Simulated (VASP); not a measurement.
Here is a VASP 6.6.1 calculation.

Contents of POSCAR:

```
CdS
1.0
    0.0000000000      2.7532440000      2.7532440000
    2.7532440000      0.0000000000      2.7532440000
    2.7532440000      2.7532440000      0.0000000000
Cd S
1 1
Direct
    0.0000000000      0.0000000000      0.0000000000
    0.5000000000      0.5000000000      0.5000000000
```

Contents of INCAR.step1:

```
PREC = Accurate
ENCUT = 600
ISMEAR = 0
SIGMA = 0.02
LREAL = F
LASPH = T
NELM = 100
GGA = PE
ALGO = Normal
EDIFF = 1E-4
LWAVE = T
LCHARG = F
```

INCAR.step2

```
PREC = Accurate
ENCUT = 600
EDIFF = 1E-6
ISMEAR = 0
SIGMA = 0.02
LREAL = F
LASPH = T
NELM = 100
ALGO = Normal
ISIF = 3
LWAVE = F
LCHARG = F
METAGGA = R2SCAN
LMIXTAU = T
LUSE_VDW = T
IVDW_NL = 2
BPARAM = 11.95
CPARAM = 0.0093
IBRION = 2
NSW = 100
EDIFFG = -0.002
ISTART = 1
```

Contents of KPOINTS:

```
regular mesh
0
Gamma
  8 8 8
```

Potentials or basis: VASP PAW PBE potentials, release 64 (Cd, S).

The run is started by

```console
$ cat potpaw_PBE.64/Cd/POTCAR potpaw_PBE.64/S/POTCAR > POTCAR
$ cp INCAR.step1 INCAR
$ mpirun -np 1 vasp_std > vasp.out
$ cp INCAR.step2 INCAR
$ mpirun -np 1 vasp_std > vasp.out
```

Problem. What does it give for the band gap on the k mesh?

Solution. 0.72 eV, indirect (least direct gap 2.38 eV).

Problem. What does it give for the space group after relaxing (to 0.05 Å)?

Solution. Fm-3m (No. 225).

Final structure:
```
Cd S
1.0
     0.00000    2.72021    2.72021
     2.72021    0.00000    2.72021
     2.72021    2.72021    0.00000
Cd S
1 1
Direct
  0.00000 0.00000 0.00000
  0.50000 0.50000 0.50000
```

Caveat: the PAW data sets were made with another functional, which shifts forces and pressure a little. r2SCAN opens gaps a little over a GGA but as a rule still falls short of measured ones.
